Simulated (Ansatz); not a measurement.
Here is an Ansatz 0.2.0 calculation.

The input input.yaml:

```yaml
crystal:
  lattice:
    - [-1.9796595667, 1.9796595667, 1.9796595667]
    - [1.9796595667, -1.9796595667, 1.9796595667]
    - [1.9796595667, 1.9796595667, -1.9796595667]
  atoms:
    - { symbol: Pb, position: [0.0, 0.0, 0.0] }
kpoints:
  mp_grid: { grid: [9, 9, 9] }
scf:
  occupations: { method: fermi_dirac, width: 0.05 }
hamiltonian:
  xc: pbesol
  pseudopotentials: { kind: all_electron, lapw: { basis_error: 0.001 } }
output:
  forces: true
  stress: true
relax:
  f_tol: 0.005
  max_steps: 60
  cell: { p_target: 5 }
```

Potentials or basis: all-electron LAPW, scalar-relativistic.

The run is started by

```bash
$ ansatz run input.yaml --threads 1 --pin off --max-ram 3072MiB --backend cpu --events-out ev --progress --plain --runs-dir out
```

Q: Estimate the space group after relaxing (to 0.05 Å).

A: Im-3m (No. 229).

Q: Predict the relaxed cell.

A: a = 3.283 Å, b = 3.283 Å, c = 3.283 Å, α = 109.47°, β = 109.47°, γ = 109.47°.

Q: Estimate the relaxed volume.

A: 27.24 Å³/atom.

Step by step:
```tsv
step	energy change (eV)	largest force (eV/Å)	volume (Å³)
1	0.0000	0.0000	31.03
2	0.0446	0.0000	26.71
3	0.0218	0.0000	27.37
4	0.0259	0.0000	27.24
5	0.0259	0.0000	27.24
```

Spin-orbit coupling is left out, which matters for the levels of Pb.
